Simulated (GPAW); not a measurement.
Crystal: AlN.

```xyz
4
Lattice="3.1130 0.0000 0.0000 -1.5565 2.6959 0.0000 0.0000 0.0000 4.9810" Properties=species:S:1:pos:R:3 pbc="T T T"
Al    1.5565    0.8986    2.4905
Al    0.0000    1.7973    0.0000
N     1.5565    0.8986    4.3833
N     0.0000    1.7973    1.8928
```

Base run:

| Item | Value |
| --- | --- |
| Program | GPAW 26.7.0 |
| Functional | optPBE-vdW |
| Potentials or basis | GPAW PAW data sets (gpaw-data 1.2.1) |
| Cutoff | 800 eV |
| Basis | pw |
| k mesh | 7 × 7 × 4 |
| Occupations | fermi-dirac, width 0.05 eV |
| Spin | no spin polarisation |

Its results: band gap on the k mesh 4.45 eV, direct; largest force 0.129 eV/Å.

After a change of settings the same cell gave: band gap on the k mesh 5.04 eV, direct; largest force 0.123 eV/Å. Which change was it?
A. functional from optPBE-vdW to mBEEF
B. functional from optPBE-vdW to PBE; k mesh from 7 × 7 × 4 to 10 × 10 × 6
C. functional from optPBE-vdW to C09-vdW
D. functional from optPBE-vdW to PBE; potentials or basis from GPAW PAW data sets (gpaw-data 1.2.1) to JTH PAW 2.0, PBE

A.

Caveats: the PAW data sets were made with another functional, which shifts forces and pressure a little.

Not every run made on this cell is shown here.
